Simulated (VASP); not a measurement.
# Nb (R-3m) in VASP: further runs

The runs below take Nb through single point, relaxation of cell and atoms, with PBE.

Program: VASP 6.6.1. These are calculated values, not measurements. Logs are shortened: lines on timing, memory, paths and dates and some standing lists are left out, and cuts for length are marked.

### Step 1. The crystal as given

Symmetry: R-3m, No. 166, trigonal system. Conventional cell: a = 2.853 Å, b = 2.853 Å, c = 23.843 Å, α = 90.00°, β = 90.00°, γ = 120.00°. Around Nb (site symmetry -3m) lie 12 Nb at 2.85 to 3.12 Å. Around Nb (site symmetry 3m) lie 12 Nb at 2.85 to 3.12 Å.

The cell was built by a generator and needn't be a form met in nature.

### Step 2. Single point, PBE

INCAR reads:

```
PREC = Accurate ; ENCUT = 520
EDIFF = 1E-7 ; ISMEAR = 0
SIGMA = 0.1 ; LREAL = F
LASPH = T ; NELM = 100
ALGO = Fast ; ISIF = 2
LWAVE = F ; LCHARG = T
GGA = PE ; LELF = T
LVHAR = T ; NBANDS = 26
```

KPOINTS reads:

```
regular mesh
0
Gamma
  9 9 9
```

POSCAR reads:

```
Nb
1.0
    1.4267430395      0.8237304779      7.9475903281
   -1.4267430395      0.8237304779      7.9475903281
    0.0000000000     -1.6474609559      7.9475903281
Nb
3
Direct
    0.0000000000      0.0000000000      0.0000000000
    0.2223006992      0.2223006992      0.2223006992
    0.7776993008      0.7776993008      0.7776993008
```

Potentials or basis: VASP PAW PBE potentials, release 64 (Nb_sv).

On the command line:

```bash
$ cat potpaw_PBE.64/Nb_sv/POTCAR > POTCAR
$ mpirun -np 1 vasp_std > vasp.out
```

OUTCAR:

```text
PREC = Accurate
   ENCUT = 520
   EDIFF = 1E-7
   ISMEAR = 0
   LREAL = F
   LASPH = T
   NELM = 100
   ISIF = 2
   GGA = PE

 ion  position               nearest neighbor table
   1  0.000  0.000  0.000-
   2  0.222  0.222  0.222-
   3  0.778  0.778  0.778-

  LATTYP: Found a trigonal (rhomboedric) cell.
 ALAT       =     8.1165460403
 COS(alpha) =     0.9382013472

  Lattice vectors:

 A1 = (   1.4267430395,   0.8237304779,   7.9475903281)
 A2 = (  -1.4267430395,   0.8237304779,   7.9475903281)
 A3 = (   0.0000000000,  -1.6474609559,   7.9475903281)

Analysis of symmetry for initial positions (statically):
=====================================================================
 Subroutine PRICEL returns:
 Original cell was already a primitive cell.

 Routine SETGRP: Setting up the symmetry group for a
 trigonal (rhombohedral) supercell.

 Subroutine GETGRP returns: Found 12 space group operations
 (whereof 12 operations were pure point group operations)
 out of a pool of 12 trial point group operations.

The static configuration has the point symmetry D_3d.

Analysis of symmetry for dynamics (positions and initial velocities):
=====================================================================
 Subroutine PRICEL returns:
 Original cell was already a primitive cell.

 Routine SETGRP: Setting up the symmetry group for a
 trigonal (rhombohedral) supercell.

 Subroutine GETGRP returns: Found 12 space group operations
 (whereof 12 operations were pure point group operations)
 out of a pool of 12 trial point group operations.

The dynamic configuration has the point symmetry D_3d.

 Subroutine INISYM returns: Found 12 space group operations
 (whereof 12 operations are pure point group operations),
 and found     1 'primitive' translations

----------------------------------------------------------------------------------------

                                     Primitive cell

  volume of cell :      56.0425

  direct lattice vectors                    reciprocal lattice vectors
     1.426743040  0.823730478  7.947590328     0.350448529  0.202331553  0.041941434
    -1.426743040  0.823730478  7.947590328    -0.350448529  0.202331553  0.041941434
     0.000000000 -1.647460956  7.947590328     0.000000000 -0.404663106  0.041941434

  length of vectors
     8.116546040  8.116546040  8.116546040     0.406830816  0.406830816  0.406830816

  position of ions in fractional coordinates (direct lattice)
     0.000000000  0.000000000  0.000000000
     0.222300699  0.222300699  0.222300699
     0.777699301  0.777699301  0.777699301

  ion indices of the primitive-cell ions
   primitive index   ion index
                 1           1
                 2           2
                 3           3

----------------------------------------------------------------------------------------

 KPOINTS: regular mesh

Automatic generation of k-mesh.
 Grid dimensions read from file:
 generate k-points for:    9    9    9

 Generating k-lattice:

  Cartesian coordinates                     Fractional coordinates (reciprocal lattice)
     0.038938725  0.022481284  0.004660159     0.111111111  0.000000000  0.000000000
    -0.038938725  0.022481284  0.004660159     0.000000000  0.111111111  0.000000000
     0.000000000 -0.044962567  0.004660159     0.000000000  0.000000000  0.111111111

  Length of vectors
     0.045203424  0.045203424  0.045203424

  Shift w.r.t. Gamma in fractional coordinates (k-lattice)
     0.000000000  0.000000000  0.000000000

 Subroutine IBZKPT returns following result:
 ===========================================

 Found     85 irreducible k-points:

 Following reciprocal coordinates:
            Coordinates               Weight
  0.000000  0.000000  0.000000      1.000000
  0.111111  0.000000 -0.000000      6.000000
  0.222222  0.000000  0.000000      6.000000
  0.333333  0.000000 -0.000000      6.000000
  0.444444  0.000000  0.000000      6.000000
  0.111111  0.111111  0.000000      6.000000
[... 16 lines left out ...]
 -0.333333  0.333333  0.000000      6.000000
  0.444444  0.444444  0.000000      6.000000
 [... further k-points ...]
   k-points           NKPTS =     85   k-points in BZ     NKDIM =     85   number of bands    NBANDS=     26
   number of dos      NEDOS =    301   number of ions     NIONS =      3
   total plane-waves  NPLWV = 216000
   dimension x,y,z NGX =    60 NGY =   60 NGZ =   60
   dimension x,y,z NGXF=   120 NGYF=  120 NGZF=  120
   ions per type =               3
   NGX,Y,Z   is equivalent  to a cutoff of  12.29, 12.29, 12.29 a.u.
   NGXF,Y,Z  is equivalent  to a cutoff of  24.58, 24.58, 24.58 a.u.
 SYSTEM =  unknown system
   PREC   = accura    normal or accurate (medium, high low for compatibility)
   ISTART =      0    job   : 0-new  1-cont  2-samecut
   ICHARG =      2    charge: 1-file 2-atom 10-const
   ISPIN  =      1    spin polarized calculation?
   LNONCOLLINEAR =      F non collinear calculations
   LSORBIT =      F    spin-orbit coupling
   LASPH  =      T    aspherical Exc in radial PAW
   ENCUT  =  520.0 eV  38.22 Ry    6.18 a.u.  15.09 15.09 15.09*2*pi/ulx,y,z
   NELM   =    100;   NELMIN=  2; NELMDL= -5     # of ELM steps
   EDIFF  = 0.1E-06   stopping-criterion for ELM
   LREAL  =      F    real-space projection
   EDIFFG = 0.1E-05   stopping-criterion for IOM
   NSW    =      0    number of steps for IOM
   IBRION =     -1    ionic relax: 0-MD 1-quasi-New 2-CG
   NFREE  =      0    steps in history (QN), initial steepest desc. (CG)
   ISIF   =      2    stress and relaxation
   ISYM   =      2    0-nonsym 1-usesym 2-fastsym
   POTIM  = 0.5000    time-step for ionic-motion
   TEBEG  =    0.0;   TEEND  =   0.0 temperature during run
   PSTRESS=    0.0 pullay stress
   NELECT =      39.0000    total number of electrons
   NUPDOWN=      -1.0000    fix difference up-down
   EMIN   =  10.00;   EMAX   =-10.00  energy-range for DOS
   EFERMI =   0.00;   METHOD = LEGACY
   ISMEAR =     0;   SIGMA  =   0.10  broadening in eV -4-tet -1-fermi 0-gaus
   EFERMI_NEDOS =   21; number of points for ismear=-14 and -15
   IALGO  =     68    algorithm
   IMIX   =      4    mixing-type and parameters
     AMIX     =   0.40;   BMIX     =  1.00
     AMIX_MAG =   1.60;   BMIX_MAG =  1.00
  volume/ion in A,a.u.               =      18.68       126.06
  Fermi-wavevector in a.u.,A,eV,Ry     =   1.450743  2.741507 28.635574  2.104655
  Thomas-Fermi vector in A             =   2.568320
   LORBIT       =      0    0 simple, 1 ext, 2 COOP (PROOUT), +10 PAW based schemes
   GGA     = PE    functional components
   LHFCALC =     F    Hartree Fock is set to
   AEXX    =    0.0000 exact exchange contribution
   IVDW    =     0    specifies the selected vdW correction
   LEPSILON=     F    determine dielectric tensor
   LRPA    =     F    only Hartree local field effects (RPA)
 non-spin polarized calculation
 RMM-DIIS sequential band-by-band and
 Gauss-broadening in eV      SIGMA  =   0.10
  energy-cutoff  :      520.00
  volume of cell :       56.04
 maximum number of plane-waves:      1526
   NGX = 31   NGY = 31   NGZ = 31

 number of electron      39.0000003 magnetization

 Free energy of the ion-electron system (eV)
  ---------------------------------------------------
  ext. energy  EPLUGINS =         0.00000000
  ---------------------------------------------------
  free energy    TOTEN  =       -29.79874613 eV

  energy without entropy =      -29.77627556  energy(sigma->0) =      -29.78751085

 E-fermi :  11.0459     XC(G=0): -12.2918

 val. band max:       11.0425869144   @ k =   0.3333   0.1111   0.0000
 cond. band min:      11.0581152990   @ k =  -0.3333  -0.3333   0.1111
 fundamental gap:      0.0155283846
 Fermi energy:        11.0458559916

 k-point     1 :       0.0000    0.0000    0.0000
  band No.  band energies     occupation
      1     -43.7200      2.00000
      2     -43.6358      2.00000
      3     -43.6336      2.00000
      4     -19.9796      2.00000
      5     -19.9758      2.00000
      6     -19.3119      2.00000
[... 18 lines left out ...]
     25      13.8173      0.00000
     26      13.8174      0.00000

 k-point     2 :       0.1111    0.0000   -0.0000
  band No.  band energies     occupation
      1     -43.6924      2.00000
      2     -43.6155      2.00000
      3     -43.6080      2.00000
      4     -19.9714      2.00000
      5     -19.9195      2.00000
      6     -19.3129      2.00000
[... 18 lines left out ...]
     25      13.1853      0.00000
     26      13.4994      0.00000

 k-point     3 :       0.2222    0.0000    0.0000
  band No.  band energies     occupation
      1     -43.6208      2.00000
      2     -43.5591      2.00000
      3     -43.5476      2.00000
      4     -19.9133      2.00000
      5     -19.8546      2.00000
      6     -19.5692      2.00000
[... 18 lines left out ...]
     25      13.0333      0.00000
     26      13.3852      0.00000

 k-point     4 :       0.3333    0.0000   -0.0000
  band No.  band energies     occupation
      1     -43.5358      2.00000
      2     -43.4924      2.00000
      3     -43.4820      2.00000
      4     -20.0798      2.00000
      5     -20.0529      2.00000
      6     -19.9826      2.00000
[... 18 lines left out ...]
     25      14.2545      0.00000
     26      14.9911      0.00000

 k-point     5 :       0.4444    0.0000    0.0000
  band No.  band energies     occupation
      1     -43.4762      2.00000
      2     -43.4475      2.00000
      3     -43.4429      2.00000
      4     -20.3476      2.00000
      5     -20.2988      2.00000
      6     -20.2555      2.00000
[... 18 lines left out ...]
     25      15.3697      0.00000
     26      16.2715      0.00000

 k-point     6 :       0.1111    0.1111    0.0000
  band No.  band energies     occupation
      1     -43.6919      2.00000
      2     -43.6194      2.00000
      3     -43.6046      2.00000
      4     -19.9969      2.00000
      5     -19.8902      2.00000
      6     -19.3170      2.00000
[... 427 lines left out ...]
 k-point    21 :       0.4444    0.3333   -0.0000
  band No.  band energies     occupation
      1     -43.4866      2.00000
      2     -43.4694      2.00000
      3     -43.4445      2.00000
      4     -20.2129      2.00000
      5     -20.1710      2.00000
      6     -20.1097      2.00000
[... 18 lines left out ...]
     25      14.8222      0.00000
     26      15.1350      0.00000

 k-point    22 :      -0.4444    0.3333    0.0000
  band No.  band energies     occupation
      1     -43.4444      2.00000
      2     -43.4372      2.00000
      3     -43.4221      2.00000
      4     -20.1838      2.00000
      5     -20.1481      2.00000
      6     -20.0893      2.00000
[... 18 lines left out ...]
     25      14.2498      0.00000
     26      15.0608      0.00000

 k-point    23 :      -0.3333    0.3333    0.0000
  band No.  band energies     occupation
      1     -43.4245      2.00000
      2     -43.4204      2.00000
      3     -43.4204      2.00000
      4     -20.0108      2.00000
      5     -19.9996      2.00000
      6     -19.9594      2.00000
[... 18 lines left out ...]
     25      14.4208      0.00000
     26      14.8605      0.00000

 k-point    24 :       0.4444    0.4444    0.0000
  band No.  band energies     occupation
      1     -43.4699      2.00000
      2     -43.4613      2.00000
      3     -43.4353      2.00000
      4     -20.3504      2.00000
      5     -20.3097      2.00000
      6     -20.2364      2.00000
[... 18 lines left out ...]
     25      15.4305      0.00000
     26      16.3477      0.00000

 [... further k-points ...]

------------------------ aborting loop because EDIFF is reached ----------------------------------------

  FORCE on cell =-STRESS in cart. coord.  units (eV):
  Direction    XX          YY          ZZ          XY          YZ          ZX
  --------------------------------------------------------------------------------------
  -------------------------------------------------------------------------------------
  Total       -0.1492092     -0.1492092     -0.2139017      0.0000000      0.0000000      0.0000000
  in kB       -4.2656828     -4.2656828     -6.1151521      0.0000000      0.0000000      0.0000000
  external PRESSURE =      -4.8821726 kB  Pullay stress =       0.0000000 kB

 VOLUME and BASIS-vectors are now :
 -----------------------------------------------------------------------------
  energy-cutoff  :      520.00
  volume of cell :       56.04
      direct lattice vectors                 reciprocal lattice vectors
     1.426743040  0.823730478  7.947590328     0.350448529  0.202331553  0.041941434
    -1.426743040  0.823730478  7.947590328    -0.350448529  0.202331553  0.041941434
     0.000000000 -1.647460956  7.947590328     0.000000000 -0.404663106  0.041941434

 POSITION                                       TOTAL-FORCE (eV/Angst)
 -----------------------------------------------------------------------------------
      0.00000      0.00000      0.00000         0.000000     -0.000000     -0.000000
      0.00000     -0.00000      5.30026        -0.000000      0.000000     -0.004572
      0.00000     -0.00000     18.54251        -0.000000     -0.000000      0.004572
 -----------------------------------------------------------------------------------
    total drift:                                0.000000     -0.000000      0.000000

  FREE ENERGIE OF THE ION-ELECTRON SYSTEM (eV)
  ---------------------------------------------------
  free  energy   TOTEN  =       -29.7987461309 eV

  energy  without entropy=      -29.7762755623  energy(sigma->0) =      -29.78751085
```

Run time: 22 min. Hardware: 1 thread of Intel Xeon 6975P-C (Granite Rapids), shared host; peak memory 0.52 GiB.

What came out:

```
Free energy            : -29.7987 eV
Pressure               : -0.5 GPa
Largest force          : 0.005 eV/Å
Band gap on the k mesh : none (metal or under the smearing width)
```

Forces on the atoms (eV/Å):
```
Nb   0.000  0.000  0.000
Nb   0.000  0.000 -0.005
Nb   0.000  0.000  0.005
```

### Step 3. Relaxation of cell and atoms, PBE

This run uses another cell than the first one, of 18.53 Å³/atom, 0.992 times its volume.

INCAR reads:

```
  ALGO = Fast
  EDIFF = 1E-6
  EDIFFG = -0.04
  ENCUT = 600
  GGA = PE
  IBRION = 2
  ISIF = 3
  ISMEAR = 0
  LASPH = T
  LCHARG = F
  LREAL = F
  LWAVE = F
  NELM = 100
  NSW = 90
  PREC = Accurate
  SIGMA = 0.1
```

KPOINTS reads:

```
k-points
0
Gamma
  9 9 9
```

POSCAR reads:

```
Nb
1.0
    1.4241189952      0.8222154852      7.9111027007
   -1.4241189952      0.8222154852      7.9111027007
    0.0000000000     -1.6444309704      7.9111027007
Nb
3
Direct
    0.0000000000      0.0000000000      0.0000000000
    0.2223819675      0.2223819675      0.2223819675
    0.7776180325      0.7776180325      0.7776180325
```

Potentials or basis: VASP PAW PBE potentials, release 64 (Nb_sv).

On the command line:

```bash
$ cat potpaw_PBE.64/Nb_sv/POTCAR > POTCAR
$ mpirun -np 1 vasp_std > vasp.out
```

Wall time 68 min (1 thread of Intel Xeon 6975P-C (Granite Rapids), shared host); peak memory 0.8 GiB.

Results (log left out):

```yaml
Free_energy: -29.7985 eV
Relaxed_volume: 18.64 Å³/atom
Relaxed_cell: a = 8.097 Å, b = 8.097 Å, c = 8.097 Å, α = 20.30°, β = 20.30°, γ = 20.30°
Space_group_after_relaxing_to_0.05_Å: R-3m (No. 166)
Energy_gained_by_relaxing: 0.3 meV/atom
Ionic_steps: 3
Pressure_after_relaxing: 0.0 GPa
Largest_force_after_relaxing: 0.023 eV/Å
Band_gap_on_the_k_mesh: none (metal or under the smearing width)
```

Forces in eV/Å, atoms in the order of the input:
```
Nb   0.000  0.000  0.000
Nb   0.000  0.000 -0.023
Nb   0.000  0.000  0.023
```

Stress tensor (GPa, compression positive):
```
-0.08  0.00  0.00
 0.00 -0.08  0.00
 0.00  0.00  0.04
```

The path:
| step | energy change (eV) | largest force (eV/Å) | pressure (GPa) | volume (Å³) |
| --- | --- | --- | --- | --- |
| 1 | 0.0000 | 0.0317 | 0.95 | 55.58 |
| 2 | 0.0018 | 0.0082 | -1.60 | 56.47 |
| 3 | -0.0010 | 0.0232 | -0.04 | 55.91 |

Final structure:
```xyz
3
Lattice="1.4268 0.8238 7.9280 -1.4268 0.8238 7.9280 0.0000 -1.6476 7.9280" Properties=species:S:1:pos:R:3 pbc="T T T"
Nb    0.0000    0.0000    0.0000
Nb    0.0000    0.0000    5.2886
Nb    0.0000    0.0000   18.4956
```

Levels at points of the mesh, in eV from the Fermi level:
```
           k point  band 17  band 18  band 19  band 20  band 21  band 22
(0.00, 0.00, 0.00)    -0.90    -0.90     0.31     0.31     0.41     0.42
```
